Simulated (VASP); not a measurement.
Crystal: Cu.

```
CELL_PARAMETERS angstrom
-2.66944 2.66944 2.39910
2.66944 -2.66944 2.39910
2.66944 2.66944 -2.39910
ATOMIC_POSITIONS crystal
Cu 0.16667 0.16667 0.33334
Cu 0.83333 0.16667 0.00000
Cu 0.83333 0.83333 0.66666
Cu 0.16667 0.83333 0.00000
Cu 0.50000 0.50000 0.00000
```

The cell was built by a generator and needn't be a form met in nature.

The cell isn't the ideal one: random cell with space group I4/mmm (No. 139).

| Item | Value |
| --- | --- |
| Program | VASP 6.6.1 |
| Task | relaxation of cell and atoms |
| Functional | PBE |
| Potentials or basis | VASP PAW PBE potentials, release 64 (Cu) |
| Cutoff | 600 eV |
| k mesh | 6 × 6 × 6 |
| Occupations | gaussian, width 0.1 eV |
| Spin | no spin polarisation |

At the start: pressure 65.5 GPa; volume 13.68 Å³/atom.

Q: How do energy, volume and symmetry change on relaxing?

A: Over 16 steps the energy falls by 1943.5 meV/atom and the volume is 15.02 Å³/atom (+9.8 %); space group I4/mmm (No. 139, to 0.05 Å).

The path:
```tsv
step	energy change (eV)	largest force (eV/Å)	pressure (GPa)	volume (Å³)
1	0.0000	18.6071	65.48	68.38
2	-5.8052	0.1840	-3.05	132.45
3	-5.8648	0.1452	-3.07	130.49
4	-5.9210	0.1108	-2.75	128.58
5	-7.0410	0.6013	-4.21	104.42
6	-8.9225	1.0840	-6.60	85.62
7	-9.4806	0.1347	-2.13	76.80
8	-9.4808	0.2928	-2.93	77.50
9	-9.4823	0.2219	-2.57	77.17
10	-9.6350	0.3525	-0.10	74.97
11	-9.6632	0.4497	1.29	73.85
12	-9.6639	0.4736	1.65	73.61
13	-9.7040	0.2558	0.47	74.54
14	-9.7164	0.0757	-0.18	75.36
15	-9.7167	0.0458	-0.39	75.50
16	-9.7173	0.0184	0.15	75.09
```

Final structure:
```
CELL_PARAMETERS angstrom
-2.91854 2.91854 2.20377
2.91854 -2.91854 2.20377
2.91854 2.91854 -2.20377
ATOMIC_POSITIONS crystal
Cu 0.20076 0.20076 0.40151
Cu 0.79924 0.20076 0.00000
Cu 0.79924 0.79924 0.59849
Cu 0.20076 0.79924 0.00000
Cu 0.50000 0.50000 0.00000
```
